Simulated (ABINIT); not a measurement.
An input for ABINIT 10.8.3 (SiC (Moissanite)):

```
acell 3*1.0 Angstrom
rprim 
  3.081000000023 -0.000000000005 0.000000000000
  -1.540500000007 2.668224269083 0.000000000000
  0.000000000000 0.000000000000 15.124800000000
ntypat 2
znucl 14 6
natom 12
typat 1 1 1 1 1 1 2 2 2 2 2 2
xred 
  0.000000000000 0.000000000000 0.000000000000
  0.000000000000 0.000000000000 0.500000000000
  0.333333333333 0.666666666667 0.166400000000
  0.666666666667 0.333333333333 0.666400000000
  0.666666666667 0.333333333333 0.332900000000
  0.333333333333 0.666666666667 0.832900000000
  0.333333333333 0.666666666667 0.041200000000
  0.666666666667 0.333333333333 0.541200000000
  0.666666666667 0.333333333333 0.208000000000
  0.333333333333 0.666666666667 0.708000000000
  0.000000000000 0.000000000000 0.374600000000
  0.000000000000 0.000000000000 0.874600000000
pp_dirpath "pseudos"
pseudos "Si.upf, C.upf"
ecut 37
ngkpt 3 3 1
nshiftk 1
shiftk 0 0 0
kptopt 1
chksymbreak 0
istwfk *1
occopt 1
irdwfk 1
optdriver 4
nband 289
gwcalctyp 2
ecutsigx 37
symsigma 1
nkptgw 3
kptgw 
  0.0000000000 0.0000000000 0.0000000000
  0.3333333333 0.0000000000 0.0000000000
  0.3333333333 0.3333333333 0.0000000000
bdgw 
  1 28
  1 28
  1 28
ecuteps 4.8
irdscr 1
indata_prefix "in"
outdata_prefix "out"
tmpdata_prefix "tmp"
```

```sh
OMP_NUM_THREADS=1 mpirun -n 8 abinit run.abi > log
```

How long will it take on 8 MPI ranks of Arm Neoverse V2, shared host, and how much memory?

It took 62 s; on shared hardware allow 31 s to 2.1 min. Peak host memory was 2.8 GiB.

[Paths, hosts, dates, memory and timing lines, banners, echoed tables and standing remarks are left out of the program output.]

[Logs are printed without paths, hosts, clocks, repeated set-up lines and the standing remarks that a program may print on its own settings, such as how far it seeks lower states.]

[Runs of the session that timed out or met a known fault of the program may be left out.]

[No measured gap is set beside runs whose start may be inverted or whose files or cutoffs have a known fault.]

[Hosts, paths, dates, database ids (printed as entryN), source tags and the programs' standing remarks are cut or masked in the printed files.]

[G0W0 gaps are taken among the corrected bands and points alone; a level outside them can change the order at an edge.]

[Where Ansatz stands beside ABINIT at settings called matched, ABINIT's density can come from a denser mesh and the files from another edition; pairs whose starting gaps differed by over 0.03 eV were left out, so agreement reads better than it is.]
